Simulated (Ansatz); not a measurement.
Take BeO in the wurtzite structure (space group P6_3mc, No. 186; a = 2.712 Å, c = 4.405 Å) as the base. Axes: x lies along a and z along c of the hexagonal cell.

Structures relaxed with PBE (Ansatz, a first-principles code; PAW; 420 eV plane waves; scalar-relativistic without spin-orbit coupling).

Base:

Simulated powder pattern, Co Kα, λ = 1.79026 Å (kinematic, ideal powder, no thermal factors, no anomalous dispersion; the 14 strongest lines at most, above 2 %, up to 2θ = 90°):

```json
[
 {"2θ (°)": "44.81", "I/Imax (%)": "84", "hkl": "(100)"},
 {"2θ (°)": "47.96", "I/Imax (%)": "55", "hkl": "(002)"},
 {"2θ (°)": "51.18", "I/Imax (%)": "100", "hkl": "(101)"},
 {"2θ (°)": "67.73", "I/Imax (%)": "23", "hkl": "(102)"},
 {"2θ (°)": "82.63", "I/Imax (%)": "40", "hkl": "(110)"}
]
```

One thing is altered: biaxial strain −4.28 %, plane normal [001], relaxed out of plane (Cartesian); in-plane vectors clamped, the third vector and the atoms free.

After the change:

Simulated powder pattern, Co Kα, λ = 1.79026 Å (kinematic, ideal powder, no thermal factors, no anomalous dispersion; the 14 strongest lines at most, above 2 %, up to 2θ = 90°):

| 2θ (°) | I/Imax (%) | hkl |
|---|---|---|
| 46.93 | 79 | (100) |
| 47.23 | 60 | (002) |
| 52.94 | 100 | (101) |
| 68.78 | 22 | (102) |
| 87.21 | 38 | (110) |

The indices refer to the base's conventional cell; one index is shown for lines that coincide.

Stability against distortions was not tested.
